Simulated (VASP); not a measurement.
Wanted: the native input for a VASP 6.6.1 run.

```
Task                   : single point
Functional             : PBEsol
Potentials or basis    : VASP PAW PBE potentials, release 64 (Pb_d)
Cutoff                 : 520 eV
k mesh                 : 6 × 6 × 4
Occupations            : gaussian, width 0.1 eV
Spin                   : no spin polarisation
Dipole correction      : no
Further INCAR settings : ALGO = Fast; EDIFF = 1e-07; NBANDS = 21
```

The structure of Pb lies in POSCAR:

```
Pb
1.0
   -1.7400003453     -3.0137690032      0.0000000000
   -1.7400003453      3.0137690032      0.0000000000
    0.0000000000      0.0000000000     -5.5900000000
Pb
2
Direct
    0.3333333333      0.6666666667      0.2500000000
    0.6666666667      0.3333333335      0.7500000000
```

This isn't the form of Pb at room conditions, which is fcc.

These files were run (other wordings do the same):

INCAR

```
SYSTEM = Pb
PREC = Accurate
ENCUT = 520
EDIFF = 1E-7
ISMEAR = 0
SIGMA = 0.1
LREAL = .FALSE.
LASPH = .TRUE.
NELM = 100
ALGO = Fast
ISIF = 2
LWAVE = .FALSE.
LCHARG = .FALSE.
GGA = PS
NBANDS = 21
```

KPOINTS

```
Automatic mesh
0
G
  6 6 4
  0 0 0
```

Potentials or basis: VASP PAW PBE potentials, release 64 (Pb_d).

Command:

```bash
$ cat potpaw_PBE.64/Pb_d/POTCAR > POTCAR
$ mpirun -np 1 vasp_std > vasp.out
```

It gave:

The pressure is 1.4 GPa. The band gap on the k mesh is none (metal or under the smearing width).

Caveat: the PAW data sets were made with another functional, which shifts forces and pressure a little.

Wall time 21 s on 1 thread of Intel(R) Xeon(R) 6975P-C (Granite Rapids), on a shared host, peak memory 0.18 GiB.
